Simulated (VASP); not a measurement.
Here is a VASP 6.6.1 calculation.

The input INCAR:

```
ALGO = Normal
EDIFF = 1E-6
ENCUT = 520
GGA = PE
ISIF = 2
ISMEAR = 1
LASPH = True
LCHARG = False
LREAL = False
LWAVE = False
NBANDS = 15
NELM = 100
PREC = Accurate
SIGMA = 0.15
```

KPOINTS

```
k-points
0
Gamma
  7 7 6
```

File POSCAR:

```
TaN
1.0
    2.9380000000      0.0000000000      0.0000000000
   -1.4690000000      2.5443826363      0.0000000000
    0.0000000000      0.0000000000      2.8830000000
Ta N
1 1
Direct
    0.3333330000      0.6666670000      0.5000000000
    0.0000000000      0.0000000000      0.0000000000
```

Potentials or basis: VASP PAW PBE potentials, release 64 (Ta_pv, N).

Run with:

```console
$ cat potpaw_PBE.64/Ta_pv/POTCAR potpaw_PBE.64/N/POTCAR > POTCAR
$ mpirun -np 1 vasp_std > vasp.out
```

What does it give for the pressure?

5.4 GPa.

Predict the band gap on the k mesh.

none (metal or under the smearing width).

Stress tensor (GPa, compression positive):
```
5.32 0.00 0.00
0.00 5.32 0.00
0.00 0.00 5.60
```

Caveat: the k mesh is coarse (spacing up to 0.36 Å⁻¹), so the values aren't converged. Spin-orbit coupling is left out, which matters for the levels of Ta.
